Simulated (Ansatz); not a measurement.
The system is La.

```
La
1.0
     3.75000    0.00000    0.00000
    -1.87500    3.24760    0.00000
     0.00000    0.00000    6.07000
La
2
Direct
  0.66667 0.33333 0.75000
  0.33333 0.66667 0.25000
```

This isn't the form of La at room conditions, which is double hcp.

| Item | Value |
| --- | --- |
| Program | Ansatz 0.2.0 |
| Task | single point |
| Functional | PBE |
| Potentials or basis | all-electron LAPW, scalar-relativistic |
| Cutoff | 121 eV (chosen from the basis error) |
| Basis error allowed | 0.001 eV/atom |
| k mesh | 8 × 8 × 5 |
| Occupations | fermi-dirac, width 0.05 eV |
| Spin | no spin polarisation |

On this cell: pressure 0.7 GPa; largest force under 0.003 eV/Å; band gap on the k mesh none (metal or under the smearing width).

The same run follows on a disturbed copy (atoms moved at random, drawn with an rms of 0.05 Å):

```
CELL_PARAMETERS angstrom
3.75000 0.00000 0.00000
-1.87500 3.24760 0.00000
0.00000 0.00000 6.07000
ATOMIC_POSITIONS crystal
La 0.66078 0.31229 0.74326
La 0.33264 0.65901 0.25161
```

What changes?

The energy (extrapolated to zero smearing) moves by +0.9 meV/atom; pressure 0.7 GPa; largest force 0.076 eV/Å; band gap on the k mesh none (metal or under the smearing width).

Forces in eV/Å, atoms in the order of the input:
```
La  -0.001  0.001  0.076
La   0.001 -0.001 -0.076
```

Stress tensor (GPa, compression positive):
```
0.75 0.01 0.00
0.01 0.89 0.02
0.00 0.02 0.51
```
